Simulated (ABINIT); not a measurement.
TiAl:

```xyz
2
Lattice="3.1791 0.0000 0.0000 0.0000 3.1791 0.0000 0.0000 0.0000 3.1791" Properties=species:S:1:pos:R:3 pbc="T T T"
Ti    0.0000    0.0000    0.0000
Al    1.5895    1.5895    1.5895
```

The cell comes from a database or a generator and needn't be the stable form of this composition.

| Quantity | Value |
| --- | --- |
| Program | ABINIT 10.8.3 (patched build) |
| Task | relaxation of cell and atoms |
| Functional | LDA |
| Potentials or basis | PseudoDojo NC SR LDA v0.4.1 standard |
| Cutoff | 1143 eV |
| k mesh | 6 × 6 × 6 |
| Occupations | fermi-dirac, width 0.05 eV |
| Spin | no spin polarisation |

At the start: pressure -6.2 GPa; volume 16.06 Å³/atom.

Question: How do energy, volume and symmetry change on relaxing?

Answer: Over 5 steps the energy falls by 17.6 meV/atom and the volume is 15.20 Å³/atom (-5.4 %); space group Pm-3m (No. 221, to 0.05 Å).

Step by step:
```csv
step,energy change (eV),largest force (eV/Å),pressure (GPa),volume (Å³)
1,0.0000,0.0000,-6.23,32.13
2,-0.0200,0.0000,-4.24,31.52
3,-0.0351,0.0000,0.31,30.33
4,-0.0352,0.0000,-0.01,30.40
5,-0.0352,0.0000,0.00,30.40
```

Final structure:
```xyz
2
Lattice="3.1210 0.0000 0.0000 0.0000 3.1210 0.0000 0.0000 0.0000 3.1210" Properties=species:S:1:pos:R:3 pbc="T T T"
Ti    0.0000    0.0000    0.0000
Al    1.5605    1.5605    1.5605
```
